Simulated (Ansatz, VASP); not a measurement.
# BaS: VASP beside Ansatz

```xyz
2
Lattice="0.0000 3.1938 3.1938 3.1938 0.0000 3.1938 3.1938 3.1938 0.0000" Properties=species:S:1:pos:R:3 pbc="T T T"
Ba    0.0000    0.0000    0.0000
S     3.1938    3.1938    3.1938
```

Alike in both runs: task single point; functional revPBE; k mesh 6 × 6 × 6; no spin polarisation.

```csv
,VASP,Ansatz
version,VASP 6.6.1,Ansatz 0.2.0
potentials or method,"VASP PAW PBE potentials, release 64 (Ba_sv, S)","plane waves, PAW"
plane-wave cutoff (eV),520,420
occupations,"gaussian, width 0.01 eV",fixed
valence electrons in the cell,16,16
```

Ansatz gave:

| Property | Result |
| --- | --- |
| gap on the k mesh at the Fermi level (eV) | 2.32 |

**Question.** Estimate VASP's values.

**Answer.** gap on the k mesh at the Fermi level (eV): 2.21.

Caveats: spin-orbit coupling is left out, which moves the levels of the heavy elements. revPBE gaps usually lie below the measured ones, often by a third to a half. A k mesh can miss the band edges.
